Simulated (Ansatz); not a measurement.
**Co under changes of volume**

One of the cells (10.640 Å³/atom); the others are scaled copies at fixed shape and fractional positions:

```xyz
2
Lattice="2.4720 0.0000 0.0000 -1.2360 2.1408 0.0000 0.0000 0.0000 4.0211" Properties=species:S:1:pos:R:3 pbc="T T T"
Co    1.2360    0.7136    3.0159
Co    0.0000    1.4272    1.0053
```

* Program: Ansatz 0.2.0
* Functional: PBEsol
* Potentials or basis: all-electron LAPW, scalar-relativistic
* Cutoff: 315 eV (chosen from the basis error)
* Basis error allowed: 0.001 eV/atom
* k mesh: 12 × 12 × 7
* Occupations: fermi-dirac, width 0.05 eV
* Spin: collinear spin, ferromagnetic start
* Starting moments: [2.0, 2.0] μB

```csv
volume (Å³/atom),energy over the lowest point (meV/atom),pressure (GPa),moment (μB per cell)
10.002,9.01,9.0,3.03
10.215,1.15,3.4,3.09
10.427,0.00,-1.4,3.15
10.640,4.87,-5.8,3.20
10.853,?,?,?
11.066,30.73,-13.3,3.28
11.279,50.58,-16.5,3.31
```

**Question.** What does the run at 10.853 Å³/atom give?

**Answer.** Energy over the lowest point 15.31 meV/atom; pressure -9.8 GPa; moment 3.24 μB per cell.

Worked out: A Birch-Murnaghan fit of order 3 (a polynomial in V^(-2/3)) to the other rows has its minimum at 10.36 Å³/atom with B0 = V·E''(V) = 230 GPa and B' = 3.9 at fixed shape and positions, which overstates the stiffness. It gives 15.32 meV/atom at 10.853 Å³/atom, against the run's 15.31, and -dE/dV = -9.8 GPa, against -9.8. A parabola through the other rows of the moment, of slope 0.189 μB per Å³/atom there, gives 3.24 μB, against the run's 3.24.

Energies are extrapolated to zero smearing.
